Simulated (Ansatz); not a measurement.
Cell and atoms are relaxed with the symmetry kept. Start:

```cif
data_structure
_symmetry_space_group_name_H-M 'R3m:H'
_symmetry_Int_Tables_number 160
_cell_length_a 4.0000
_cell_length_b 4.0000
_cell_length_c 25.3200
_cell_angle_alpha 90.000
_cell_angle_beta 90.000
_cell_angle_gamma 120.000
_cell_volume 350.84
loop_
_atom_site_label
_atom_site_type_symbol
_atom_site_symmetry_multiplicity
_atom_site_Wyckoff_symbol
_atom_site_fract_x
_atom_site_fract_y
_atom_site_fract_z
_atom_site_occupancy
In1 In 3 a 0.00000 0.00000 0.00000 1
In2 In 3 a 0.66667 0.33333 0.22193 1
Se1 Se 3 a 0.33333 0.66667 0.05017 1
Se2 Se 3 a 0.00000 0.00000 0.17190 1
```

All numbers below come from DFT r2SCAN, scalar-relativistic, plane waves, PAW in Ansatz 0.2.0.

Settings: cutoff 500 eV, Γ-centred mesh 12×12×12 on the computed 4-atom cell, Gaussian smearing of 0.02 eV; no spin polarisation.

Problem. What does it relax to?

Solution. The volume goes up by 1.50 Å³/atom to 30.74 Å³/atom, and the energy falls by 5.9 meV/atom. Final structure:
```
In Se
1.0
     2.02190    1.16734    8.68237
    -2.02190    1.16734    8.68237
     0.00000   -2.33469    8.68237
In Se
2 2
Direct
  0.00195 0.00195 0.00195
  0.10937 0.10937 0.10937
  0.62033 0.62033 0.62033
  0.82434 0.82434 0.82434
```

Course of the relaxation (steps run on the plane waves of an earlier cell, and the basis is chosen afresh near the end, so energy and pressure can step there; trial steps that raised the energy were taken back; energies are free energies):

| step | E − E_final (meV/atom) | largest force component (eV/Å) | P (GPa) | V (Å³/atom) |
| --- | --- | --- | --- | --- |
| 1 | 5.9 | 0.239 | 1.10 | 29.24 |
| 2 | 17.9 | 0.775 | 0.58 | 31.40 |
| 3 | 0.3 | 0.023 | -0.02 | 30.54 |
| 4 | 0.2 | 0.005 | 0.03 | 30.62 |
| 5 | 0.1 | 0.005 | 0.02 | 30.74 |
| 6 | 0.0 | 0.005 | 0.02 | 30.74 |

The cell holds layers, and where no dispersion correction was added their binding is poorly described.

Cost: 1 run of about 16 core-minutes, on Intel Xeon Platinum 8375C (Ice Lake) (shared hosts).